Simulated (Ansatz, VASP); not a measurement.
One calculation of Ni, two programs

```xyz
2
Lattice="2.4480 0.0000 0.0000 -1.2240 2.1201 0.0000 0.0000 0.0000 4.0728" Properties=species:S:1:pos:R:3 pbc="T T T"
Ni    0.0000    1.4134    1.0182
Ni    1.2240    0.7067    3.0546
```

This isn't the form of Ni at room conditions, which is fcc.

Alike in both runs: task single point; functional r2SCAN; k mesh 9 × 9 × 4; occupations gaussian, width 0.1 eV; collinear spin.

|  | VASP | Ansatz |
| --- | --- | --- |
| version | VASP 6.6.1 | Ansatz 0.2.0 |
| potentials or method | VASP PAW PBE potentials, release 64 (Ni) | scalar-relativistic, plane waves, PAW |
| plane-wave cutoff (eV) | 520 | 500 |
| valence electrons in the cell | 20 | 36 |

```csv
,VASP,Ansatz,Ansatz less VASP
gap on the k mesh at the Fermi level (eV),none,none,-
pressure (GPa),-0.2,-0.5,-0.35
largest component of the traceless stress (GPa),2.86,3.59,+0.736
net moment per atom (μB),0.77,0.80,+0.031
size of the moment on the site where the two differ most (μB),0.79,0.86,+0.075
```

Site moments also hang on the region over which each program counts them. A gap of «none» marks a metal or a gap that the smearing closes. The two sets of potentials don't hold the same shells in valence. Ansatz warned: «stability_check_not_made».

Caveats: the k mesh is coarse (spacing up to 0.39 Å⁻¹), so the values aren't converged; the PAW data sets were made with another functional, which shifts forces and pressure a little (VASP).
